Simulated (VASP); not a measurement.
The system is Sb.

```
Sb
1.0
     3.08488    0.00000    0.00000
     0.00000    3.08488    0.00000
     0.00000    0.00000    3.08488
Sb
1
Direct
  0.00000 0.00000 0.00000
```

The cell was built by a generator and needn't be a form met in nature.

| Quantity | Value |
| --- | --- |
| Program | VASP 6.6.1 |
| Task | relaxation of cell and atoms |
| Functional | BLYP |
| Potentials or basis | VASP PAW PBE potentials, release 64 (Sb) |
| Cutoff | 600 eV |
| k mesh | 10 × 10 × 10 |
| Occupations | fermi-dirac, width 0.1 eV |
| Spin | no spin polarisation |

At the start: pressure 5.8 GPa; volume 29.36 Å³/atom.

**Question.** How do energy, volume and symmetry change on relaxing?

**Answer.** Over 3 steps the energy falls by 52.6 meV/atom and the volume is 32.55 Å³/atom (+10.9 %); space group Pm-3m (No. 221, to 0.05 Å).

The path:
```
step  energy change (eV)  largest force (eV/Å)  pressure (GPa)  volume (Å³)
   1              0.0000                0.0000            5.82        29.36
   2             -0.0434                0.0000           -1.82        34.13
   3             -0.0526                0.0000            0.02        32.55
```

Final structure:
```
Sb
1.0
     3.19299    0.00000    0.00000
     0.00000    3.19299    0.00000
     0.00000    0.00000    3.19299
Sb
1
Direct
  0.00000 0.00000 0.00000
```

Caveat: the PAW data sets were made with another functional, which shifts forces and pressure a little.
